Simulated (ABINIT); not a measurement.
In:

```
In
1.0
     1.66964    0.96397    8.20746
    -1.66964    0.96397    8.20746
     0.00000   -1.92793    8.20746
In
3
Direct
  0.22199 0.22199 0.22199
  0.77801 0.77801 0.77801
  0.00000 0.00000 0.00000
```

This isn't the form of In at room conditions, which is tetragonal.

| Quantity | Value |
| --- | --- |
| Program | ABINIT 10.8.3 (patched build) |
| Task | relaxation of cell and atoms |
| Functional | PBEsol |
| Potentials or basis | JTH PAW PBE v2.0 |
| Cutoff | 599 eV |
| k mesh | 5 × 5 × 5 |
| Occupations | fermi-dirac, width 0.05 eV |
| Spin | no spin polarisation |

At the start: pressure -1.1 GPa; volume 26.42 Å³/atom.

Where does the relaxation end?

Over 8 steps the energy falls by 37.8 meV/atom and the volume is 25.72 Å³/atom (-2.7 %); space group R-3m (No. 166, to 0.05 Å).

The path:
```
step  energy change (eV)  largest force (eV/Å)  pressure (GPa)  volume (Å³)
   1              0.0000                0.0578           -1.07        79.26
   2             -0.0128                0.0119           -0.99        79.00
   3             -0.0791                0.2419            0.20        76.61
   4             -0.0962                0.0479            1.70        74.67
   5             -0.1098                0.0194            0.54        76.13
   6             -0.1124                0.0118            0.31        76.55
   7             -0.1133                0.0026            0.05        77.06
   8             -0.1133                0.0055           -0.01        77.15
```

Final structure:
```
In
1.0
     1.60383    0.92597    8.65841
    -1.60383    0.92597    8.65841
     0.00000   -1.85195    8.65841
In
3
Direct
  0.22225 0.22225 0.22225
  0.77775 0.77775 0.77775
  0.00000 0.00000 0.00000
```

Caveat: the k mesh is coarse (spacing up to 0.44 Å⁻¹), so the values aren't converged; the PAW data sets were made with another functional, which shifts forces and pressure a little.
